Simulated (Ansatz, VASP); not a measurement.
# ZrC: VASP beside Ansatz

Contents of run.py:

```python
from ase import Atoms
from ase.calculators.vasp import Vasp
from ase.dft.bandgap import bandgap

atoms = Atoms(
    ['Zr', 'C'],
    cell=[[0.0, 2.365, 2.365], [2.365, 0.0, 2.365], [2.365, 2.365, 0.0]],
    scaled_positions=[[0.5, 0.5, 0.5], [0.0, 0.0, 0.0]],
    pbc=True,
)
calc = Vasp(
    directory='calc',
    xc='pbesol',
    pp='PBE',
    setups='recommended',
    pp_version='54',
    prec='Accurate',
    encut=520,
    ediff=1e-06,
    ismear=0,
    sigma=0.1,
    lreal=False,
    lasph=True,
    nelm=100,
    algo='Fast',
    isif=2,
    lwave=False,
    lcharg=False,
    kpts=[10, 10, 10],
    gamma=True,
)
atoms.calc = calc

print('energy (eV):', atoms.get_potential_energy())
print('free energy (eV):', atoms.get_potential_energy(force_consistent=True))
print('forces (eV/A):')
print(atoms.get_forces())
print('stress (eV/A^3, Voigt):', atoms.get_stress())
print('Fermi level (eV):', calc.get_fermi_level())
gap, top, bottom = bandgap(calc)
print('band gap (eV):', gap, 'from (spin, k, band)', top, 'to', bottom)
```

Contents of input.yaml:

```yaml
crystal:
  lattice:
    - [0.0, 2.365, 2.365]
    - [2.365, 0.0, 2.365]
    - [2.365, 2.365, 0.0]
  atoms:
    - { symbol: Zr, position: [0.5, 0.5, 0.5] }
    - { symbol: C, position: [0.0, 0.0, 0.0] }
hamiltonian:
  xc: pbesol
  pseudopotentials: { kind: paw }
kpoints:
  mp_grid: { grid: [10, 10, 10] }
scf:
  occupations: { method: gaussian, width: 0.1 }
output:
  forces: true
  stress: true
  eigenvalues: true
```

Alike in both runs: task single point; functional PBEsol; k mesh 10 × 10 × 10; occupations gaussian, width 0.1 eV; no spin polarisation.

|  | VASP | Ansatz |
| --- | --- | --- |
| version | VASP 6.6.1 | Ansatz 0.2.0 |
| potentials or method | VASP PAW PBE potentials, release 54 (Zr_sv, C) | Ansatz PAW |
| plane-wave cutoff (eV) | 520 | 420 |
| valence electrons in the cell | 16 | 16 |

Ansatz gave:

```
gap on the k mesh at the Fermi level (eV) : none
pressure (GPa)                            : -8.5
```

Question: What did VASP give for the same quantities?

Answer: gap on the k mesh at the Fermi level (eV): none; pressure (GPa): -8.2.

A gap of «none» marks a metal or a gap that the smearing closes. The functional is the same, so the differences come from potentials, cutoffs and numerics.

Caveats: the PAW data sets were made with another functional, which shifts forces and pressure a little (VASP); the PAW data sets come from PBE, with cores solved anew for the run's functional, which leaves a small shift of forces and pressure (Ansatz).
